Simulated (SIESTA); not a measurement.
Crystal: Ag.

```
Ag
1.0
     0.00000    2.04275    2.04275
     2.04275    0.00000    2.04275
     2.04275    2.04275    0.00000
Ag
1
Direct
  0.00000 0.00000 0.00000
```

* Program: SIESTA 5.4.2
* Task: relaxation of cell and atoms
* Functional: PBE
* Potentials or basis: PseudoDojo 0.4 standard (PBE files)
* Basis: SZ (energy shift 0.01 Ry)
* Grid cutoff: 800 Ry
* Energy shift: 0.01 Ry
* k mesh: 11 × 11 × 11
* Occupations: fermi-dirac, width 0.05 eV
* Spin: no spin polarisation

At the start: pressure 10.5 GPa; volume 17.05 Å³/atom.

Task: Where does the relaxation end?

Result: Over 5 steps the energy falls by 58.7 meV/atom and the volume is 19.09 Å³/atom (+12.0 %); space group Fm-3m (No. 225, to 0.05 Å).

Step by step:
| step | energy change (eV) | largest force (eV/Å) | pressure (GPa) | volume (Å³) |
| --- | --- | --- | --- | --- |
| 1 | 0.0000 | 0.0000 | 10.52 | 17.05 |
| 2 | -0.0406 | 0.0000 | 5.28 | 17.89 |
| 3 | -0.0582 | 0.0000 | 0.81 | 18.86 |
| 4 | -0.0587 | 0.0000 | 0.10 | 19.06 |
| 5 | -0.0587 | 0.0000 | 0.00 | 19.09 |

Final structure:
```
CELL_PARAMETERS angstrom
0.00014 2.12126 2.12126
2.12126 0.00014 2.12126
2.12126 2.12126 0.00014
ATOMIC_POSITIONS crystal
Ag 0.00000 0.00000 0.00000
```

Caveat: the basis has no polarisation orbitals; short orbitals over semicore shells can move pressures by several GPa; the volume moved by +12 % from the deposited cell, more than functionals usually miss; the basis of atomic orbitals isn't converged, which shifts pressures, moduli and gaps.
